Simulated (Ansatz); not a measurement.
input.yaml

```yaml
crystal:
  lattice:
    - [1.5963476324, 0.9216526298, 2.4721357816]
    - [-1.5802817958, 0.9348063083, 2.45660222]
    - [0.019424338, -1.8359584025, 2.4565983258]
  atoms:
    - { symbol: Cd, position: [0.0, 0.0, 0.0] }
basis:
  ecutwfc: 420
kpoints:
  mp_grid: { grid: [18, 18, 18] }
hamiltonian:
  xc: pbe
scf:
  occupations: { method: gaussian, width: 0.1 }
output:
  forces: true
  stress: true
  eigenvalues: true
```

Run as
```bash
ansatz run input.yaml --threads 1 --pin off --max-ram 1331MiB --backend cpu --events-out ev --progress --plain --runs-dir out
```

Level of theory: DFT PBE, scalar-relativistic, plane waves, PAW (Ansatz 0.2.0).

From the run's log, abridged:

```
Warning: crystal.lattice misses the space group found at crystal.symmetry.tolerance 1.0e-5 in a digit that the deck types, which is why this is a warning: making the lattice exact moves one of its numbers by a whole unit of that number's last typed decimal, or more. ...
Pseudopotentials: kind: paw
Pseudopotential: Cd, paw, valence charge 20, recommended cutoff 420 eV (normal)
Functional definition: PBE
Crystal: 1 atom, lattice volume = 21.615 Å³
Basis set: ecut = 420 eV, 431 PW (Γ), exchange–correlation on 48×48×48 points (8 copies of the dense FFT grid, shifted against one another)
Bands: 14, of which v1, the nominal top of the filled ones, is band 10 counted from 1 (9 counted from 0)
Symmetry: 4 space group operations
Space group: C2/m (ITA 12), of the structure as read, at distance tolerance 2.8e-5 Å
k-points: 1550 of 5832
Initial density: superposition of atomic densities (neutral atoms: chi_scale 0, normalization atom), corrected by the library's trained network
Initial wavefunctions: pseudopotential atomic-orbital guess
Functional: x = pbe(κ = 0.804, μ = 0.21951497), c = pbe(β = 0.06672455)
SCF iter   1: F=—  HF=-8254.436971 eV  |F-HF|=—  |Δ(HF+E_count)|=         —  Δρ=5.22e-4  dr2=3.10e-5  ethr=1.77e-3  ⟨swp⟩=5.2  Hψ=110048  notcnv=0
SCF iter   2: F=—  HF=-8254.437128 eV  |F-HF|=—  |Δ(HF+E_count)|=   1.57e-4  Δρ=3.32e-4  dr2=1.35e-5  ethr=1.55e-7  ⟨swp⟩=2.4  Hψ=50293  notcnv=0
SCF iter   3: F=—  HF=-8254.437145 eV  |F-HF|=—  |Δ(HF+E_count)|=   1.74e-5  Δρ=3.60e-5  dr2=2.10e-7  ethr=6.73e-8  ⟨swp⟩=2.0  Hψ=30708  notcnv=0
SCF iter   4: F=—  HF=-8254.437145 eV  |F-HF|=—  |Δ(HF+E_count)|=   1.02e-7  Δρ=3.79e-5  dr2=2.45e-7  ethr=1.05e-9  ⟨swp⟩=2.0  Hψ=35631  notcnv=0
SCF iter   5: F=-8254.437145 eV  HF=-8254.437145 eV  |F-HF|=3.25e-9  |Δ(HF+E_count)|=   8.83e-8  Δρ=4.72e-6  dr2=3.90e-9  ethr=1.05e-9  ⟨swp⟩=2.0  Hψ=29494  notcnv=0
SCF iter   6: F=-8254.437145 eV  HF=-8254.437145 eV  |F-HF|=8.73e-11  |Δ(HF+E_count)|=   1.08e-9  Δρ=7.89e-7  dr2=1.14e-10  ethr=1.95e-11  ⟨swp⟩=2.0  Hψ=65703  notcnv=0
SCF 1 converged in 6 iterations: F = -8254.437145 eV  dr2 = 1.14e-10
SCF converged after 6 iterations
Free energy (F): -8254.437145 eV
Harris-Foulkes:  -8254.437145 eV  (|F-HF|=8.73e-11)
Internal energy: -8254.435509 eV  (E = F + TS)
E sigma→0 (E₀):  -8254.436327 eV
Entropy (-TS):   -0.001636 eV (-1.636 meV/atom)
Fermi energy:    14.582081 eV
--- Per-component energies (eV) ---
  E_band       = -394.099795
  E_kinetic    = 505.044683
  E_local      = -2924.014872  (includes V_loc(G=0)·N_el)
  E_nonlocal   = 32.037439
  E_hartree    = 1376.734976
  E_xc         = -177.302953
  E_vxc        = -222.413364  (∫ρ·V_xc dr)
  E_paw        = -4082.008440  (= ΣΔE_a)
  E_vpaw       = -538.222878  (= ΣTr[D̂ρ^β])
  E_aug_tail   = 0.000013  (compensation charges beyond the density's cutoff)
  E_ewald      = -2984.926355
  E_smearing   = -0.001636  (= −TS)
--- Forces (eV/Å), atoms counted from 1 ---
  atom   1  Cd     0.00000000     0.00000000     0.00000000
--- Stress (GPa, compression-positive) ---
        2.822091       0.131080      -0.126748
        0.131080       2.670733      -0.073178
       -0.126748      -0.073178       2.803607
  P = ⅓ Tr σ = 2.7655 GPa (27.655 kbar)
--- Band table (eV; the first three rows and the last of 1550) ---
  k-point 0: bands = ["-88.3834", "-49.4168", "-49.4164", "-49.4111", "5.3737", "5.4028", "5.5564", "5.7846", "5.9182", "5.9551", "27.6224", "28.7698", "28.7980", "30.8327"]
  k-point 1: bands = ["-88.3833", "-49.4175", "-49.4167", "-49.4115", "5.3741", "5.4107", "5.5647", "5.8627", "5.9166", "5.9526", "27.2571", "28.1814", "28.7290", "30.6704"]
  k-point 2: bands = ["-88.3831", "-49.4203", "-49.4171", "-49.4122", "5.3537", "5.4307", "5.5944", "5.9140", "5.9473", "6.1132", "25.6037", "27.9868", "28.5632", "30.3660"]
  k-point 1549: bands = ["-88.3797", "-49.4550", "-49.4252", "-49.4245", "4.9588", "5.4310", "5.4668", "6.3401", "6.3571", "12.5651", "14.0133", "26.1139", "26.3151", "26.7522"]
```

The run converged.